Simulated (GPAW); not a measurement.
Write an ASE script for GPAW 26.7.0 that does the following.

```
Task                      : band structure
Functional                : PBEsol
Potentials or basis       : PAW data sets generated in the run's folder for this functional
Cutoff                    : 600 eV
Basis                     : pw
k mesh                    : 5 × 5 × 4
Occupations               : fermi-dirac, width 0.05 eV
Spin                      : spin-orbit coupling, no magnetisation
Maxiter                   : 150
Band path                 : GXMGZRAZ,XR,MA
Band points               : 80
spin axis theta (degrees) : 0
spin axis phi (degrees)   : 0
Soc after scf             : second variation
```

Crystal: Ge.

```
CELL_PARAMETERS angstrom
5.93000 0.00000 0.00000
0.00000 5.93000 0.00000
0.00000 0.00000 6.98000
ATOMIC_POSITIONS crystal
Ge 0.37500 0.16670 0.75000
Ge 0.33330 0.87500 0.50000
Ge 0.62500 0.83330 0.25000
Ge 0.66670 0.12500 0.00000
Ge 0.87500 0.33330 0.50000
Ge 0.83330 0.62500 0.75000
Ge 0.12500 0.66670 0.00000
Ge 0.16670 0.37500 0.25000
Ge 0.57500 0.42500 0.25000
Ge 0.92500 0.92500 0.50000
Ge 0.42500 0.57500 0.75000
Ge 0.07500 0.07500 0.00000
```

This isn't the form of Ge at room conditions, which is diamond.

The input as run:

run.py

```python
import numpy as np
from ase import Atoms
from ase.dft.bandgap import bandgap
from ase.io import write
from ase.units import GPa
from gpaw import GPAW, PW, setup_paths
from gpaw.spinorbit import soc_eigenstates

setup_paths.insert(0, '.')

atoms = Atoms(['Ge', 'Ge', 'Ge', 'Ge', 'Ge', 'Ge', 'Ge', 'Ge', 'Ge', 'Ge', 'Ge', 'Ge'],
              cell=[[5.93, 0.0, 0.0],
                    [0.0, 5.93, 0.0],
                    [0.0, 0.0, 6.98]],
              scaled_positions=[[0.375, 0.1667, 0.75],
                                [0.3333, 0.875, 0.5],
                                [0.625, 0.8333, 0.25],
                                [0.6667, 0.125, 0.0],
                                [0.875, 0.3333, 0.5],
                                [0.8333, 0.625, 0.75],
                                [0.125, 0.6667, 0.0],
                                [0.1667, 0.375, 0.25],
                                [0.575, 0.425, 0.25],
                                [0.925, 0.925, 0.5],
                                [0.425, 0.575, 0.75],
                                [0.075, 0.075, 0.0]],
              pbc=True)

calc = GPAW(mode=PW(600),
            xc='PBEsol',
            kpts={'size': (5, 5, 4), 'gamma': True},
            occupations={'name': 'fermi-dirac', 'width': 0.05},
            nbands=46,
            convergence={'density': 1e-05, 'energy': 1e-05},
            maxiter=150,
            txt='gpaw.txt')
atoms.calc = calc
energy = atoms.get_potential_energy()
forces = atoms.get_forces()
stress = atoms.get_stress()
calc.write('gs.gpw')
write('result.traj', atoms)
print(f'Energy: {energy:.6f} eV')
print('Forces (eV/A):')
print(forces.round(4))
print('Stress (GPa):', (stress / GPa).round(3))
print('Fermi level:', round(calc.get_fermi_level(), 4), 'eV')
print(f'Gap: {bandgap(calc)[0]:.4f} eV, direct: {bandgap(calc, direct=True)[0]:.4f} eV')

path = atoms.cell.bandpath('GXMGZRAZ,XR,MA', npoints=80, eps=1e-4)
bs_calc = calc.fixed_density(kpts=path, symmetry='off', nbands=83,
                             convergence={'bands': 'CBM+6.0', 'eigenstates': 1e-6}, txt='bands.txt')
bs = bs_calc.band_structure()
bs.write('bs.json')
print(f'Gap on the path: {bandgap(bs_calc)[0]:.4f} eV')

soc = soc_eigenstates(bs_calc, theta=0, phi=0)
np.savetxt('soc_bands.dat', soc.eigenvalues(), fmt='%.4f')
mesh = soc_eigenstates('gs.gpw', theta=0, phi=0)
np.savetxt('soc_mesh.dat', mesh.eigenvalues(), fmt='%.4f')
print('Fermi level with spin-orbit coupling:', round(mesh.fermi_level, 4), 'eV')
```

Potentials or basis: PAW data sets generated in the run's folder for this functional, pw.

Launch:

```sh
$ gpaw-setup -f PBEsol Ge
$ OMP_NUM_THREADS=1 python run.py
```

It gave:

```yaml
Pressure: 0.8 GPa
Largest_force: 0.880 eV/Å
Band_gap_on_the_k_mesh: 0.67 eV, direct
Band_gap_along_the_path: 0.45 eV, direct
```

Caveat: spin-orbit coupling was added after a scalar SCF, so levels and gaps hold it while energy, forces, pressure and moments don't; this program's spin-orbit splittings come out too wide for heavy elements; the mesh misses the band edges, which the band path finds closer together.

Wall time 12 min on 1 thread of Arm Neoverse V2 (shared host), peak memory 1.8 GiB.
